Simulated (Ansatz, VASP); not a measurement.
# Al12N in VASP and in Ansatz

```
CELL_PARAMETERS angstrom
5.63369 0.00000 0.00000
-2.81684 4.87892 0.00000
0.00000 0.00000 20.03217
ATOMIC_POSITIONS crystal
Al 0.33333 0.16667 0.19968
Al 0.33333 0.66667 0.19968
Al 0.83333 0.16667 0.19968
Al 0.83333 0.66667 0.19968
Al 0.16667 0.33333 0.31281
Al 0.16667 0.83333 0.31281
Al 0.66667 0.33333 0.31281
Al 0.66667 0.83333 0.31281
Al 0.00000 0.00000 0.42592
Al 0.00000 0.50000 0.42592
Al 0.50000 0.00000 0.42592
Al 0.50000 0.50000 0.42592
N 0.00000 0.00000 0.51241
```

Alike in both runs: functional LDA; k mesh 6 × 6 × 1; occupations gaussian, width 0.1 eV; no spin polarisation.

Ansatz relaxed the structure, and its values are those at the end. VASP's run is a single point on that final structure, the one shown.

|  | VASP | Ansatz |
| --- | --- | --- |
| version | VASP 6.6.1 | Ansatz 0.2.0 |
| potentials or method | VASP PAW LDA potentials, release 64 (Al, N) | scalar-relativistic, plane waves, PAW |
| plane-wave cutoff (eV) | 520 | 420 |
| valence electrons in the cell | 41 | 41 |

```tsv
	VASP	Ansatz	Ansatz less VASP
gap on the k mesh at the Fermi level (eV)	none	none	-
rms of the force components (eV/Å)	0.224	0.206	-0.0181
```

A gap of «none» marks a metal or a gap that the smearing closes. Ansatz warned: «xc_potential_rough_in_thin_density».
